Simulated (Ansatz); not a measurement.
# Calculated field gradients at the nuclei for Ga2O3

The cell is a structure deposited in the COD, its atoms then relaxed with PBE in this cell.

```
Ga O
1.0
     6.10700   -1.51855    0.00000
     6.10700    1.51855    0.00000
    -1.38599    0.00000    5.63001
Ga O
4 6
Direct
  0.09118 0.09118 0.79531
  0.90882 0.90882 0.20469
  0.65951 0.65951 0.31274
  0.34049 0.34049 0.68726
  0.16895 0.16895 0.10843
  0.83105 0.83105 0.89157
  0.17220 0.17220 0.56031
  0.82780 0.82780 0.43969
  0.49671 0.49671 0.25370
  0.50329 0.50329 0.74630
```

Atom numbers follow the list; atoms alike are taken as one site, whose name carries the number of the first.

The numbers come from a DFT calculation in Ansatz (LDA, plane waves and PAW, scalar-relativistic, 420 eV cutoff, Γ-centred 10×10×6 k-points, Fermi–Dirac smearing 0.02 eV).

C_Q = eQV_zz/h, which is 24.18 MHz for Q = 1 b and V_zz = 10²¹ V/m²; η = (V_xx − V_yy)/V_zz. Directions are in the Cartesian axes of the cell vectors above, for the atom listed; none is given where the gradient is under 0.02 or η is above 0.95.

```
site  first atom          first shell  V_zz (10²¹ V/m²)     η  direction of V_zz (x, y, z)
 Ga1           1   4 O at 1.84–1.87 Å             -3.59  0.88              -0.10 0.00 1.00
 Ga3           3   6 O at 1.94–2.07 Å              2.53  0.09              -0.23 0.00 0.97
  O5           5  3 Ga at 1.84–1.95 Å             -8.22  0.42              1.00 0.00 -0.06
  O7           7  4 Ga at 1.87–2.07 Å              4.07  0.03              -0.65 0.00 0.76
  O9           9  3 Ga at 1.84–1.94 Å            -11.07  0.05              -0.22 0.00 0.98
```

At O5 and O9 V_zz stands upright on the plane through its three neighbours (within 1°) in each case. At O7 V_zz points along its shortest bond, to Ga (within 5°).

At this cell the LDA pressure is -5 GPa, so with LDA the cell would shrink if it were relaxed. The largest force is 0.3 eV/Å, so the atoms aren't at the calculated equilibrium and relaxing them would move these values.
